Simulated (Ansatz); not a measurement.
# Stress against strain in Na

```yaml
crystal:
  lattice:
    - [-2.11750, 2.11750, 2.11750]
    - [2.11750, -2.11750, 2.11750]
    - [2.11750, 2.11750, -2.11750]
  atoms:
    - { symbol: Na, position: [0.00000, 0.00000, 0.00000] }
```

The cell is a measured one (Crystallography Open Database entry 9011002); the temperature and pressure of the measurement aren't taken into account, and nothing was relaxed.

All numbers below come from Ansatz 0.2.0, DFT, PBE, all-electron LAPW, scalar-relativistic.

Numerical set-up: a Γ-centred 12×12×12 k mesh, Fermi–Dirac smearing of 0.05 eV, basis error target 0.25 meV/atom, no spin polarisation.

The strain is applied along the Cartesian axes of the cell as listed (the other components stay zero). Fractional coordinates are held (clamped ions).

σ is the change of stress from the unstrained cell, which is at -0.18 GPa; tension is positive, so slopes are stress–strain coefficients at that pressure. In a metal the k mesh adds noise.

Only quantities that a quadratic follows smoothly over the whole series are listed; rougher ones are left out.

```
εxx = εyy  σzz (GPa)  σxx (GPa)
  -0.0300      -0.52      -0.46
  -0.0100      -0.17      -0.14
   0.0000       0.00       0.00
   0.0100       0.16       0.12
   0.0200       0.30       0.24
   0.0300       0.43       0.35
```

(1) Fit the series and read off the stiffness at zero strain.

(2) One run, at εxx = εyy = -0.0200, is withheld. Predict its row.

Results:

(1) Least-squares fits y = p0 + p1 x + p2 x² to the rows give σzz (GPa): p1 = 15.9, p2 = -50; σxx (GPa): p1 = 13.4, p2 = -58. So 2 C12 = 16 GPa and C11 + C12 = 13 GPa.

(2) The fits give -0.34, -0.30; the run gave -0.34, -0.29.
